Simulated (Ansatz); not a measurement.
NiSb (Breithauptite):

```xyz
4
Lattice="3.9280 0.0000 0.0000 -1.9640 3.4017 0.0000 0.0000 0.0000 5.1200" Properties=species:S:1:pos:R:3 pbc="T T T"
Sb    1.9640    1.1339    3.8400
Sb    0.0000    2.2678    1.2800
Ni    0.0000    0.0000    2.5600
Ni    0.0000    0.0000    0.0000
```

Base run:

- Program: Ansatz 0.2.0
- Functional: r2SCAN
- Potentials or basis: Ansatz PAW
- Cutoff: 500 eV (not typed: the program's choice for these potentials)
- k mesh: 8 × 8 × 5
- Occupations: fermi-dirac, width 0.05 eV
- Spin: collinear spin, ferromagnetic start
- Starting moments: [0.0, 0.0, 1.0, 1.0] μB
- Hubbard terms: Ni d U = 2 eV

Its results: band gap on the k mesh none (metal or under the smearing width); pressure -0.3 GPa; net moment 0.00 μB per cell.

Task: After a change of settings the same cell gave: band gap on the k mesh none (metal or under the smearing width); pressure -1.0 GPa; net moment 0.00 μB per cell. Which change was it?
A. hubbard terms from Ni d U = 2 eV to Ni d U = 8 eV
B. hubbard terms from Ni d U = 2 eV to Ni d U = 1 eV
C. hubbard terms from Ni d U = 2 eV to none; hubbard projectors from ortho-atomic (the default) to none

Result: A.

Caveats: the magnetic or orbital state may not be the lowest; spin-orbit coupling is left out, which moves the levels of the heavy elements; the PAW data sets come from PBE, with cores solved anew for the run's functional, which leaves a small shift of forces and pressure; the U is typed as a test and isn't derived for this compound; the starting moments weren't kept.
